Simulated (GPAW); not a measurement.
A run of GPAW 26.7.0 is set up as follows.

The input CdS.xyz:

```xyz
2
Lattice="0.0000000000 2.9165000000 2.9165000000 2.9165000000 0.0000000000 2.9165000000 2.9165000000 2.9165000000 0.0000000000" Properties=species:S:1:pos:R:3 pbc="T T T"
Cd     0.0000000000      0.0000000000      0.0000000000
S      4.3747500000      4.3747500000      4.3747500000
```

Potentials or basis: GPAW PAW data sets (gpaw-data 1.2.1), pw.

Run with:

```sh
$ OMP_NUM_THREADS=1 gpaw run CdS.xyz -p 'mode=PW(600),xc=PBE,kpts={size:(8,8,8),gamma:True},occupations={name:fermi-dirac,width:0.05},nbands=18,convergence={density:1e-05,energy:1e-05},maxiter=150,txt=gpaw.txt' --properties efs -w gs.gpw
```

Q: What does it give for the band gap on the k mesh?

A: 1.13 eV, direct.

Q: Estimate the pressure.

A: 2.6 GPa.

Expect the measured gap to be larger: semilocal functionals such as PBE lack the derivative discontinuity.
